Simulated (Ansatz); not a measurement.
An elastic constant from a strain scan in KI

All numbers below come from DFT PBE, scalar-relativistic, plane waves, PAW (Ansatz). Settings: plane waves to 420 eV, k-mesh 6×6×6 (Γ-centred), Gaussian smearing 0.05 eV. No spin polarisation. Energies are free energies at this smearing, counted from the undisturbed cell; pressure is positive in compression.

The undisturbed cell (as given, not relaxed at this level; it stands at 0.7 GPa):

```
K I
1.0
     0.00000    3.52455    3.52455
     3.52455    0.00000    3.52455
     3.52455    3.52455    0.00000
K I
1 1
Cartesian
  0.0000 0.0000 0.0000
  3.5246 3.5246 3.5246
```

The cell is strained by ε times the Voigt pattern (0, 0, 1, 0, 0, 0) (xx, yy, zz, yz, xz, xy; engineering shear) with fractional coordinates fixed. The cell holds 2 atoms in V0 = 87.57 Å³. The stress column is τ = (1/V0) dE/dε, got from the stress tensor σ (compression positive) at each point as −det(1 + εP) σ : P(1 + εP)⁻¹, with P the pattern as a tensor.

```csv
ε,ΔE (meV/atom),τ (GPa)
-0.0400,15.859,-2.365
-0.0300,10.099,-1.860
-0.0200,5.638,-1.415
-0.0100,2.317,-1.024
0.0000,0.000,-0.681
0.0100,-1.443,-0.381
0.0200,-2.119,-0.120
0.0300,-2.128,0.107
0.0350,-1.911,0.209
0.0400,?,?
```

Problem. Which combination of elastic constants does this scan measure, and how large is it?

Solution. For small ε, τ = τ0 + Kε with K = pᵀCp, which for this pattern is C11 in the cubic axes. The parabola through τ at ε = -0.0100, 0 and 0.0100 has slope K = 32 GPa at zero. The energies per cell, E = NΔE, of the same two points give K = 2[E(ε₊)/ε₊ − E(ε₋)/ε₋]/[(ε₊ − ε₋)V0] = 32 GPa, in agreement.

Problem. Predict the withheld row at ε = 0.0400 from the harmonic law, and compare.

Solution. ΔE = V0(τ0 ε + Kε²/2)/N = -0.413 meV/atom and τ = 0.61 GPa. The calculation gives -1.561 meV/atom and 0.30 GPa: the energy lies 1.15 meV/atom below the harmonic value, as bonds soften when stretched.